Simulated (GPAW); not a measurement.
Input of a GPAW 26.7.0 run:

run.py

```python
from ase.dft.bandgap import bandgap
from ase.io import read, write
from ase.units import Bohr, GPa
from gpaw import GPAW, PW
from gpaw.elf import elf_from_dft_calculation

atoms = read('POSCAR')
atoms.set_initial_magnetic_moments([7.0, 0.0])

calc = GPAW(mode=PW(800),
            xc='LDA',
            kpts={'size': (8, 8, 8), 'gamma': True},
            occupations={'name': 'fermi-dirac', 'width': 0.05},
            nbands=25,
            convergence={'density': 1e-05, 'energy': 1e-05},
            maxiter=150,
            txt='gpaw.txt')
atoms.calc = calc
energy = atoms.get_potential_energy()
forces = atoms.get_forces()
stress = atoms.get_stress()
calc.write('gs.gpw')
write('result.traj', atoms)
print(f'Energy: {energy:.6f} eV')
print('Forces (eV/A):')
print(forces.round(4))
print('Stress (GPa):', (stress / GPa).round(3))
print('Moments:', calc.get_magnetic_moments().round(3))
print('Fermi level:', round(calc.get_fermi_level(), 4), 'eV')
print(f'Gap: {bandgap(calc)[0]:.4f} eV, direct: {bandgap(calc, direct=True)[0]:.4f} eV')

# fields on the real-space grid
write('density.cube', atoms, data=calc.get_pseudo_density() * Bohr**3)
write('potential.cube', atoms, data=calc.get_electrostatic_potential())
write('spin.cube', atoms, data=(calc.get_pseudo_density(spin=0) - calc.get_pseudo_density(spin=1)) * Bohr**3)
write('elf.cube', atoms, data=elf_from_dft_calculation(calc).data)

path = atoms.cell.bandpath('GXWKGLUWLK,UX', npoints=100, eps=1e-4)
bs_calc = calc.fixed_density(kpts=path, symmetry='off', nbands=39,
                             convergence={'bands': 'CBM+6.0', 'eigenstates': 1e-6}, txt='bands.txt')
bs = bs_calc.band_structure()
bs.write('bs.json')
print(f'Gap on the path: {bandgap(bs_calc)[0]:.4f} eV')
```

POSCAR

```
EuS
1.0
    0.0000000000      2.9785000000      2.9785000000
    2.9785000000      0.0000000000      2.9785000000
    2.9785000000      2.9785000000      0.0000000000
Eu S
1 1
Direct
    0.0000000000      0.0000000000      0.0000000000
    0.5000000000      0.5000000000      0.5000000000
```

Potentials or basis: the program's PAW data sets (release 1.2.1) made for this functional, pw.

Run with:

```console
$ OMP_NUM_THREADS=1 python run.py
```

(1) Estimate the band gap along the path.

(2) Estimate the site moments.

## Answers

(1) none (metal or under the smearing width).

(2) Eu +6.61; S -0.05 μB.

Caveat: one-centre terms of the f shell are cut off; spin-orbit coupling is left out, which moves the levels of the heavy elements; a cell with one magnetic atom can't hold antiferromagnetic order, which such compounds often take; without U or exact exchange the open f shell lies at the Fermi level, which spoils levels, moments and volumes.

**Measured values to compare with.**

“Crystal-field mediated electronic transitions of EuS up to 35 GPa”, 2022, pmc:8786971 reports, for a powder of EuS at 300 K: band gap 1.72 eV (optical).

Measured gap of EuS: 1.72 eV (optical; 300 K; powder; “Crystal-field mediated electronic transitions of EuS up to 35 GPa”, 2022, pmc:8786971). This calculation gives 0.00 eV (-1.72 eV). So large a miss can be the level of theory's own, or it may mean another phase, state or a wrong row. Spin-orbit coupling on Eu is left out. The value is that of LDA, without temperature or zero-point motion. Semilocal functionals fall short of measured gaps as a rule. The run's magnetic order (collinear spin, ferromagnetic start) needn't be the measured crystal's.
